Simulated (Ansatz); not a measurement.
S started on a Si site in diamond Si, 216 atoms, charge 0

All numbers come from Ansatz (PAW, plane waves, no spin–orbit coupling) at the single k point (¼, ¼, ¼) without its symmetry partners. The atoms were relaxed with PBEsol in a fixed cell; other functionals are single points on those atoms unless said otherwise. The valence top and gap of the host come from its small cell on a dense mesh, with the band extrema sought between the mesh points, lined up by the mean potential, PBEsol gap 0.46 eV, HSE06 gap 1.13 eV.

Cell: a = 16.298 Å, b = 16.298 Å, c = 16.298 Å, α = 90.00°, β = 90.00°, γ = 90.00°.

Nearest atoms after relaxation, from the placed atom (for vacancies from the middle of the vacant sites): Si at 2.39 Å, Si at 2.46 Å, Si at 2.47 Å, Si at 2.47 Å.

Chemical potentials μ are those of reference phases of the elements at zero temperature by the same functional (the usual solids, diamond for C, grey Sn, and the molecules H2, N2, O2, F2, Cl2, Br2 and S8).

```tsv
functional	E(defect) − E(host) − Σ nμ + q·E_VBM (eV)	monopole (eV)	alignment (eV)	formation energy at E_F = VBM (eV)	moment (μB)	wall time, shared host
PBEsol	1.00	0.00	0.00	1.00	0 (no spin)	13 s on NVIDIA GB200 (relaxation)
```

Question: Estimate the formation energy and moment that HSE06 gives on these atoms.

Answer: 1.67 eV at E_F = VBM, moment 0 (no spin).

HSE06 one-electron levels near the gap (the ten most localised at most), from the host's valence top:

| level (eV) | spin | filling | atoms sharing it | element of the atom with most weight |
| --- | --- | --- | --- | --- |
| -0.19 | both | 2.00 | 209.0 | spread |
| -0.19 | both | 2.00 | 209.0 | spread |
| 0.89 | both | 2.00 | 29.9 | Si |
| 1.32 | both | 0.00 | 207.9 | spread |
| 1.32 | both | 0.00 | 208.4 | spread |
| 1.37 | both | 0.00 | 197.7 | spread |
| 1.42 | both | 0.00 | 207.1 | spread |
| 1.42 | both | 0.00 | 207.4 | spread |

The runs had no spin polarisation though PBEsol leaves holes or close levels at the Fermi level; a state of higher spin may be lower.

One k point and a cell of this size can leave errors of several tenths of an eV in such numbers.

Sulphur brings two more valence electrons than the silicon it replaces, and the HSE06 levels fit that count: a doubly filled state lies high in the gap, shared by far fewer atoms than the band-like states around it. Its largest weight is on Si, as expected for an antibonding combination of sulphur orbitals with neighbouring silicon hybrids, because the more electronegative sulphur holds the bonding partner at lower energy. The nearest Si atoms, at 2.39 to 2.47 Å, are farther away than in a normal Si–S bond, which suggests that filling this state weakens the bonding.

The picture agrees with sulphur's known role as a deep double donor, but the level is too close to the conduction band for its depth to be firm. The rise in formation energy from 1.00 eV in PBEsol to 1.67 eV in HSE06 probably reflects in part the cost of keeping two electrons in a state that moves up as the gap opens. Without charged states, neither donor transition energy is established.
